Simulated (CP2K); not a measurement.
The system is Te2Mo.

```
Te Mo
1.0
     3.51820    0.00000    0.00000
    -1.75910    3.04685    0.00000
     0.00000    0.00000   13.97360
Te Mo
4 2
Direct
  0.66667 0.33333 0.37900
  0.33333 0.66667 0.87900
  0.66667 0.33333 0.12100
  0.33333 0.66667 0.62100
  0.66667 0.33333 0.75000
  0.33333 0.66667 0.25000
```

Base run:

- Program: CP2K 2026.2
- Functional: WC
- Potentials or basis: POTENTIAL_UZH Te GTH-PBE-q6, Mo GTH-PBE-q14; DZVP-MOLOPT-PBE-GTH basis
- Density cutoff: 9184 eV
- k mesh: 9 × 9 × 2
- Occupations: fermi-dirac, width 0.05 eV
- Spin: no spin polarisation

Its results: band gap on the k mesh 0.86 eV, indirect (least direct gap 1.05 eV); pressure 3.8 GPa; largest force 0.333 eV/Å.

Q: The run is repeated on the same cell with these changes: functional from WC to PBE. What comes out?

A: Band gap on the k mesh 0.89 eV, indirect (least direct gap 1.05 eV); pressure 6.4 GPa; largest force 0.412 eV/Å.

PBE binds less tightly than WC, so the same cell stands under more pressure.

Caveats: spin-orbit coupling is left out, which moves the levels of the heavy elements; an odd mesh through Γ misses points on the zone boundary, where band edges often lie; this functional lacks dispersion, which binds the layers, so the pressure and a relaxed spacing across them are unreliable; the basis of atomic orbitals isn't converged, which shifts pressures, moduli and gaps; the potentials were made for another functional, which shifts forces and pressure (some runs).
